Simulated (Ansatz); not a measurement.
Start from BeO in the wurtzite structure (space group P6_3mc, No. 186).

```xyz
4
Lattice="2.6905 0.0000 0.0000 -1.3452 2.3300 0.0000 0.0000 0.0000 4.3699" Properties=species:S:1:pos:R:3 pbc="T T T"
Be     1.3452     0.7767     0.0063
Be     0.0000     1.5534     2.1913
O      1.3452     0.7767     2.7257
O      0.0000     1.5534     0.5408
```

Method: Kohn–Sham DFT with the r2SCAN functional, run in Ansatz (a quantum-chemistry and plane-wave program) with PAW and 500 eV plane waves, no spin-orbit coupling.

Base values:

| Property | Value |
|---|---|
| Gap between the host's bands | 8.55 eV |
| Gap character | direct at Γ |

It is then changed as follows: hole doping at 1.0×10^22 cm⁻³ (0.274 per cell), with a uniform compensating background at fixed cell and a 300 K Fermi–Dirac width.

Task: What happens to the gap between the host's bands?

Result: The gap between the host's bands increases by 0.27 eV to 8.82 eV.

Task: What happens to the Fermi level from band edge?

Result: The Fermi level relative to the doped band's edge (positive inside the band; to 0.05 eV) amounts to +0.40 eV.

Task: What does the calculation give for the gap character after the change?

Result: The gap character is still direct at Γ.

Carriers are added with a uniform compensating background; total energy and stress of such cells depend on the potential's zero and are not compared; many-body gap narrowing is missing at this level. No phonon test of stability was made.
